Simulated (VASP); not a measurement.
# GaP (F-43m) in VASP: a series of runs

One crystal, GaP, is run at these levels: PBEsol; tasks: relaxation of cell and atoms.

All numbers are computed with VASP 6.6.1; they aren't measurements. Logs are shortened: lines on timing, memory, paths and dates and some standing lists are left out, and cuts for length are marked.

### Step 1. The crystal as given

The structure is cubic, space group F-43m (No. 216). Conventional cell: a = 5.451 Å, b = 5.451 Å, c = 5.451 Å, α = 90.00°, β = 90.00°, γ = 90.00°. Around Ga (site symmetry -43m) lie 4 P at 2.36 Å. Around P (site symmetry -43m) lie 4 Ga at 2.36 Å.

### Step 2. Relaxation of cell and atoms, PBEsol

Contents of INCAR:

```
SYSTEM = GaP
PREC     = Accurate       ! precision mode
ENCUT    = 600            ! plane-wave cutoff, eV
EDIFF    = 1E-6           ! SCF threshold, eV
ISMEAR   = 0              ! smearing method
SIGMA    = 0.03           ! smearing width, eV
LREAL    = .False.        ! projectors in reciprocal space
LASPH    = .True.         ! aspherical terms in the spheres
NELM     = 80             ! most SCF steps
ALGO     = Normal         ! electronic algorithm
ISIF     = 3              ! what is computed and relaxed
LWAVE    = .False.        ! write WAVECAR
LCHARG   = .False.        ! write CHGCAR
GGA      = PS             ! functional
IBRION   = 2              ! ionic algorithm
NSW      = 90             ! ionic steps
EDIFFG   = -0.01          ! ionic threshold
```

Contents of KPOINTS:

```
regular mesh
0
Gamma
  8 8 8
  0 0 0
```

Contents of POSCAR:

```
GaP
1.0
    0.0000000000      2.7252500000      2.7252500000
    2.7252500000      0.0000000000      2.7252500000
    2.7252500000      2.7252500000      0.0000000000
Ga P
1 1
Direct
    0.0000000000      0.0000000000      0.0000000000
    0.2500000000      0.2500000000      0.2500000000
```

Potentials or basis: VASP PAW PBE potentials, release 64 (Ga_d, P).

On the command line:

```bash
cat potpaw_PBE.64/Ga_d/POTCAR potpaw_PBE.64/P/POTCAR > POTCAR
mpirun -np 1 vasp_std > vasp.out
```

OUTCAR:

```text
SYSTEM = GaP
   PREC = Accurate
   ENCUT = 600
   EDIFF = 1E-6
   ISMEAR = 0
   LREAL = .False.
   LASPH = .True.
   NELM = 80
   ISIF = 3
   GGA = PS
   IBRION = 2
   NSW = 90
   EDIFFG = -0.01

 ion  position               nearest neighbor table
   1  0.000  0.000  0.000-   2 2.36   2 2.36   2 2.36   2 2.36
   2  0.250  0.250  0.250-   1 2.36   1 2.36   1 2.36   1 2.36

  LATTYP: Found a face centered cubic cell.
 ALAT       =     5.4505000000

  Lattice vectors:

 A1 = (   0.0000000000,   2.7252500000,   2.7252500000)
 A2 = (   2.7252500000,   0.0000000000,   2.7252500000)
 A3 = (   2.7252500000,   2.7252500000,   0.0000000000)

Analysis of symmetry for initial positions (statically):
=====================================================================
 Subroutine PRICEL returns:
 Original cell was already a primitive cell.

 Routine SETGRP: Setting up the symmetry group for a
 face centered cubic supercell.

 Subroutine GETGRP returns: Found 24 space group operations
 (whereof 24 operations were pure point group operations)
 out of a pool of 48 trial point group operations.

The static configuration has the point symmetry T_d .

Analysis of symmetry for dynamics (positions and initial velocities):
=====================================================================
 Subroutine PRICEL returns:
 Original cell was already a primitive cell.

 Routine SETGRP: Setting up the symmetry group for a
 face centered cubic supercell.

 Subroutine GETGRP returns: Found 24 space group operations
 (whereof 24 operations were pure point group operations)
 out of a pool of 48 trial point group operations.

The dynamic configuration has the point symmetry T_d .

 Subroutine INISYM returns: Found 24 space group operations
 (whereof 24 operations are pure point group operations),
 and found     1 'primitive' translations

----------------------------------------------------------------------------------------

                                     Primitive cell

  volume of cell :      40.4808

  direct lattice vectors                    reciprocal lattice vectors
     0.000000000  2.725250000  2.725250000    -0.183469406  0.183469406  0.183469406
     2.725250000  0.000000000  2.725250000     0.183469406 -0.183469406  0.183469406
     2.725250000  2.725250000  0.000000000     0.183469406  0.183469406 -0.183469406

  length of vectors
     3.854085511  3.854085511  3.854085511     0.317778334  0.317778334  0.317778334

  position of ions in fractional coordinates (direct lattice)
     0.000000000  0.000000000  0.000000000
     0.250000000  0.250000000  0.250000000

  ion indices of the primitive-cell ions
   primitive index   ion index
                 1           1
                 2           2

----------------------------------------------------------------------------------------

 KPOINTS: regular mesh

Automatic generation of k-mesh.
 Grid dimensions read from file:
 generate k-points for:    8    8    8

 Generating k-lattice:

  Cartesian coordinates                     Fractional coordinates (reciprocal lattice)
    -0.022933676  0.022933676  0.022933676     0.125000000  0.000000000  0.000000000
     0.022933676 -0.022933676  0.022933676     0.000000000  0.125000000  0.000000000
     0.022933676  0.022933676 -0.022933676     0.000000000  0.000000000  0.125000000

  Length of vectors
     0.039722292  0.039722292  0.039722292

  Shift w.r.t. Gamma in fractional coordinates (k-lattice)
     0.000000000  0.000000000  0.000000000

 Subroutine IBZKPT returns following result:
 ===========================================

 Found     29 irreducible k-points:

 Following reciprocal coordinates:
            Coordinates               Weight
  0.000000  0.000000  0.000000      1.000000
  0.125000  0.000000  0.000000      8.000000
  0.250000  0.000000  0.000000      8.000000
  0.375000  0.000000  0.000000      8.000000
  0.500000  0.000000  0.000000      4.000000
  0.125000  0.125000  0.000000      6.000000
[... 16 lines left out ...]
  0.500000  0.250000  0.125000     48.000000
 -0.375000  0.250000  0.125000     24.000000
 [... further k-points ...]
   k-points           NKPTS =     29   k-points in BZ     NKDIM =     29   number of bands    NBANDS=     13
   number of dos      NEDOS =    301   number of ions     NIONS =      2
   total plane-waves  NPLWV =  32768
   dimension x,y,z NGX =    32 NGY =   32 NGZ =   32
   dimension x,y,z NGXF=    64 NGYF=   64 NGZF=   64
   ions per type =               1   1
   NGX,Y,Z   is equivalent  to a cutoff of  13.80, 13.80, 13.80 a.u.
   NGXF,Y,Z  is equivalent  to a cutoff of  27.61, 27.61, 27.61 a.u.
 SYSTEM =  GaP
   PREC   = accura    normal or accurate (medium, high low for compatibility)
   ISTART =      0    job   : 0-new  1-cont  2-samecut
   ICHARG =      2    charge: 1-file 2-atom 10-const
   ISPIN  =      1    spin polarized calculation?
   LNONCOLLINEAR =      F non collinear calculations
   LSORBIT =      F    spin-orbit coupling
   LASPH  =      T    aspherical Exc in radial PAW
   ENCUT  =  600.0 eV  44.10 Ry    6.64 a.u.   7.70  7.70  7.70*2*pi/ulx,y,z
   NELM   =     80;   NELMIN=  2; NELMDL= -5     # of ELM steps
   EDIFF  = 0.1E-05   stopping-criterion for ELM
   LREAL  =      F    real-space projection
   EDIFFG = -.1E-01   stopping-criterion for IOM
   NSW    =     90    number of steps for IOM
   IBRION =      2    ionic relax: 0-MD 1-quasi-New 2-CG
   NFREE  =      1    steps in history (QN), initial steepest desc. (CG)
   ISIF   =      3    stress and relaxation
   ISYM   =      2    0-nonsym 1-usesym 2-fastsym
   POTIM  = 0.5000    time-step for ionic-motion
   TEBEG  =    0.0;   TEEND  =   0.0 temperature during run
   PSTRESS=    0.0 pullay stress
   NELECT =      18.0000    total number of electrons
   NUPDOWN=      -1.0000    fix difference up-down
   EMIN   =  10.00;   EMAX   =-10.00  energy-range for DOS
   EFERMI =   0.00;   METHOD = LEGACY
   ISMEAR =     0;   SIGMA  =   0.03  broadening in eV -4-tet -1-fermi 0-gaus
   EFERMI_NEDOS =   21; number of points for ismear=-14 and -15
   IALGO  =     38    algorithm
   IMIX   =      4    mixing-type and parameters
     AMIX     =   0.40;   BMIX     =  1.00
     AMIX_MAG =   1.60;   BMIX_MAG =  1.00
  volume/ion in A,a.u.               =      20.24       136.59
  Fermi-wavevector in a.u.,A,eV,Ry     =   1.249538  2.361284 21.243377  1.561344
  Thomas-Fermi vector in A             =   2.383574
   LORBIT       =      0    0 simple, 1 ext, 2 COOP (PROOUT), +10 PAW based schemes
   GGA     = PS    functional components
   LHFCALC =     F    Hartree Fock is set to
   AEXX    =    0.0000 exact exchange contribution
   IVDW    =     0    specifies the selected vdW correction
   LEPSILON=     F    determine dielectric tensor
   LRPA    =     F    only Hartree local field effects (RPA)
 conjugate gradient relaxation of ions
 non-spin polarized calculation
 Gauss-broadening in eV      SIGMA  =   0.03
  energy-cutoff  :      600.00
  volume of cell :       40.48
 maximum number of plane-waves:      1365
   NGX = 15   NGY = 15   NGZ = 15

--------------------------------------- Ionic step        1  -------------------------------------------

 number of electron      18.0000003 magnetization

 Free energy of the ion-electron system (eV)
  ---------------------------------------------------
  ext. energy  EPLUGINS =         0.00000000
  ---------------------------------------------------
  free energy    TOTEN  =        -9.92055553 eV

  energy without entropy =       -9.92055553  energy(sigma->0) =       -9.92055553

------------------------ aborting loop because EDIFF is reached ----------------------------------------

  FORCE on cell =-STRESS in cart. coord.  units (eV):
  Direction    XX          YY          ZZ          XY          YZ          ZX
  --------------------------------------------------------------------------------------
  -------------------------------------------------------------------------------------
  Total       -0.1619797     -0.1619797     -0.1619797     -0.0000000      0.0000000     -0.0000000
  in kB       -6.4109470     -6.4109470     -6.4109470     -0.0000000      0.0000000     -0.0000000
  external PRESSURE =      -6.4109470 kB  Pullay stress =       0.0000000 kB

 VOLUME and BASIS-vectors are now :
 -----------------------------------------------------------------------------
  energy-cutoff  :      600.00
  volume of cell :       40.48
      direct lattice vectors                 reciprocal lattice vectors
     0.000000000  2.725250000  2.725250000    -0.183469406  0.183469406  0.183469406
     2.725250000  0.000000000  2.725250000     0.183469406 -0.183469406  0.183469406
     2.725250000  2.725250000  0.000000000     0.183469406  0.183469406 -0.183469406
[... 37 lines left out ...]
 POSITION                                       TOTAL-FORCE (eV/Angst)
 -----------------------------------------------------------------------------------
      5.42920      5.42920      5.42920        -0.000000     -0.000000     -0.000000
      1.35730      1.35730      1.35730         0.000000      0.000000      0.000000
 -----------------------------------------------------------------------------------
    total drift:                                0.000001      0.000001      0.000001

  FREE ENERGIE OF THE ION-ELECTRON SYSTEM (eV)
  ---------------------------------------------------
  free  energy   TOTEN  =        -9.9209680999 eV

  energy  without entropy=       -9.9209680999  energy(sigma->0) =       -9.92096810

--------------------------------------- Ionic step        3  -------------------------------------------

 number of electron      18.0000006 magnetization

 Free energy of the ion-electron system (eV)
  ---------------------------------------------------
  ext. energy  EPLUGINS =         0.00000000
  ---------------------------------------------------
  free energy    TOTEN  =        -9.92115721 eV

  energy without entropy =       -9.92115721  energy(sigma->0) =       -9.92115721

 E-fermi :   4.8414     XC(G=0): -10.0553

 val. band max:        4.6457692664   @ k =   0.0000   0.0000   0.0000
 cond. band min:       6.1468775506   @ k =   0.5000   0.5000   0.0000
 fundamental gap:      1.5011082842
 Fermi energy:         4.8414271967

 k-point     1 :       0.0000    0.0000    0.0000
  band No.  band energies     occupation
      1      -9.9088      2.00000
      2      -9.9088      2.00000
      3      -9.9088      2.00000
      4      -9.8057      2.00000
      5      -9.8057      2.00000
      6      -7.9354      2.00000
      7       4.6458      2.00000
      8       4.6458      2.00000
      9       4.6458      2.00000
     10       6.4582      0.00000
     11       8.4705      0.00000
     12       8.4705      0.00000
     13       8.4705      0.00000

 k-point     2 :       0.1250    0.0000    0.0000
  band No.  band energies     occupation
      1      -9.9232      2.00000
      2      -9.9039      2.00000
      3      -9.9039      2.00000
      4      -9.8058      2.00000
      5      -9.8058      2.00000
      6      -7.7295      2.00000
      7       2.9918      2.00000
      8       4.4094      2.00000
      9       4.4094      2.00000
     10       7.0702      0.00000
     11       8.8277      0.00000
[... 339 lines left out ...]
 k-point    24 :      -0.3750    0.2500    0.1250
  band No.  band energies     occupation
      1     -10.0000      2.00000
      2      -9.8770      2.00000
      3      -9.8643      2.00000
      4      -9.8113      2.00000
      5      -9.7982      2.00000
      6      -5.4051      2.00000
      7      -1.8637      2.00000
      8       1.3771      2.00000
      9       2.6631      2.00000
     10       8.0610      0.00000
     11       8.8339      0.00000
     12      11.0770      0.00000
     13      12.5057      0.00000

 [... further k-points ...]
[... 5 lines left out ...]
  --------------------------------------------------------------------------------------
  -------------------------------------------------------------------------------------
  Total       -0.0082516     -0.0082516     -0.0082516     -0.0000000     -0.0000000     -0.0000000
  in kB       -0.3290562     -0.3290562     -0.3290562     -0.0000000     -0.0000000     -0.0000000
  external PRESSURE =      -0.3290562 kB  Pullay stress =       0.0000000 kB

 VOLUME and BASIS-vectors are now :
 -----------------------------------------------------------------------------
  energy-cutoff  :      600.00
  volume of cell :       40.18
      direct lattice vectors                 reciprocal lattice vectors
    -0.000000000  2.718416302  2.718416302    -0.183930622  0.183930622  0.183930622
     2.718416302  0.000000000  2.718416302     0.183930622 -0.183930622  0.183930622
     2.718416302  2.718416302 -0.000000000     0.183930622  0.183930622 -0.183930622

 POSITION                                       TOTAL-FORCE (eV/Angst)
 -----------------------------------------------------------------------------------
      0.00000      0.00000      0.00000        -0.000000     -0.000000     -0.000000
      1.35921      1.35921      1.35921         0.000000      0.000000      0.000000
 -----------------------------------------------------------------------------------
    total drift:                                0.000001      0.000001      0.000001

  FREE ENERGIE OF THE ION-ELECTRON SYSTEM (eV)
  ---------------------------------------------------
  free  energy   TOTEN  =        -9.9211572072 eV

  energy  without entropy=       -9.9211572072  energy(sigma->0) =       -9.92115721

 reached required accuracy - stopping structural energy minimisation
```

Wall time 13 s (1 thread of Intel Xeon 6975P-C (Granite Rapids), shared host); peak memory 0.19 GiB.

Results:

| Quantity | Value |
| --- | --- |
| Free energy | -9.9212 eV |
| Relaxed volume | 20.09 Å³/atom |
| Relaxed cell | a = 3.844 Å, b = 3.844 Å, c = 3.844 Å, α = 60.00°, β = 60.00°, γ = 60.00° |
| Space group after relaxing (to 0.05 Å) | F-43m (No. 216) |
| Energy gained by relaxing | 0.3 meV/atom |
| Ionic steps | 3 |
| Pressure after relaxing | 0.0 GPa |
| Band gap on the k mesh | 1.50 eV, indirect (least direct gap 1.81 eV) |

Step by step:
```tsv
step	energy change (eV)	largest force (eV/Å)	pressure (GPa)	volume (Å³)
1	0.0000	0.0000	-0.64	40.48
2	-0.0004	0.0000	0.43	40.01
3	-0.0006	0.0000	-0.03	40.18
```

Final structure:
```
CELL_PARAMETERS angstrom
0.00000 2.71842 2.71842
2.71842 0.00000 2.71842
2.71842 2.71842 0.00000
ATOMIC_POSITIONS crystal
Ga 0.00000 0.00000 0.00000
P 0.25000 0.25000 0.25000
```

Caveat: the PAW data sets were made with another functional, which shifts forces and pressure a little. A k mesh can miss the band edges.

[end of part 1 of 2]
